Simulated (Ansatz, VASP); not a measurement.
## Two plane-wave programs on GePt

```xyz
2
Lattice="2.7921 0.0000 0.0000 -1.3960 2.4180 0.0000 0.0000 0.0000 5.0861" Properties=species:S:1:pos:R:3 pbc="T T T"
Ge    0.0000    0.0000    0.0000
Pt    0.0000    0.0000    2.5430
```

Alike in both runs: functional PBE; k mesh 6 × 6 × 4; occupations gaussian, width 0.1 eV; no spin polarisation.

Ansatz relaxed the structure, and its values are those at the end. VASP's run is a single point on that final structure, the one shown.

```csv
,VASP,Ansatz
version,VASP 6.6.1,Ansatz 0.2.0
potentials or method,"VASP PAW PBE potentials, release 64 (Ge_d, Pt)","scalar-relativistic, plane waves, PAW"
plane-wave cutoff (eV),520,420
valence electrons in the cell,24,32
```

|  | VASP | Ansatz | Ansatz less VASP |
| --- | --- | --- | --- |
| gap on the k mesh at the Fermi level (eV) | none | none | - |
| pressure (GPa) | 0.1 | 0.1 | +0.06 |

A gap of «none» marks a metal or a gap that the smearing closes. With one functional, cell and mesh, what is left measures potentials, basis and numerics. The two sets of potentials don't hold the same shells in valence.

Caveats: the k mesh is coarse (spacing up to 0.43 Å⁻¹), so the values aren't converged. Spin-orbit coupling is left out, which matters for the levels of Pt.
